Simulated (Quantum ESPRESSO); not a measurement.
TaN:

```
Ta N
1.0
     0.00000    2.17900    2.17900
     2.17900    0.00000    2.17900
     2.17900    2.17900    0.00000
Ta N
1 1
Direct
  0.50000 0.50000 0.50000
  0.00000 0.00000 0.00000
```

| Quantity | Value |
| --- | --- |
| Program | Quantum ESPRESSO 7.5 |
| Task | Wannier functions |
| Functional | PBE |
| Potentials or basis | PseudoDojo 0.4.1 SR PBE standard |
| Cutoff | 1143 eV |
| Density cutoff | 4572 eV |
| k mesh | 8 × 8 × 8 |
| Occupations | fermi-dirac, width 0.05 eV |
| Spin | no spin polarisation |
| Mixing beta | 0.5 |
| Most SCF iterations | 120 |
| SCF threshold | 4e-10 Ry |
| k mesh for the Wannier functions | 6 × 6 × 6 |

Start: SCDM with an erfc weight, μ = 3.0 eV over the reference level, σ = 1.0 eV, one function for each orbital of the shells Ta spd, N sp; the lowest 4 bands are left out. The reference level is the Fermi level, or the middle of the gap.

Problem. With SCDM with an erfc weight, how many functions result, how localised are they, and how well do they interpolate the bands?

Solution. 13 functions with spreads from 0.58 to 3.10 Å², 22.9 Å² in all; they miss the direct bands by 39 meV (root mean square).

Wannier functions:
```csv
function,nearest atom,distance (Å),spread (Å²),on-site energy from the reference level (eV)
1,2 N,0.34,0.59,-4.90
2,2 N,0.34,0.58,-4.98
3,2 N,0.34,0.58,-5.01
4,2 N,0.34,0.58,-4.97
5,1 Ta,0.01,1.13,2.34
6,1 Ta,0.48,2.11,3.98
7,1 Ta,0.04,1.26,2.03
8,1 Ta,0.19,1.52,1.81
9,1 Ta,0.74,3.07,6.29
10,1 Ta,0.90,3.10,6.85
11,1 Ta,0.82,2.68,5.59
12,1 Ta,0.96,2.58,5.53
13,1 Ta,0.85,3.06,6.58
```

Parts of the spread (Å²): invariant 14.85, diagonal 0.404, off-diagonal 7.61, total 22.86. Against the direct bands the interpolation misses by 39 meV (root mean square) and 194 meV at most, for states up to 1 eV over the reference level.

Caveat: spin-orbit coupling is left out, which moves the levels of the heavy elements.
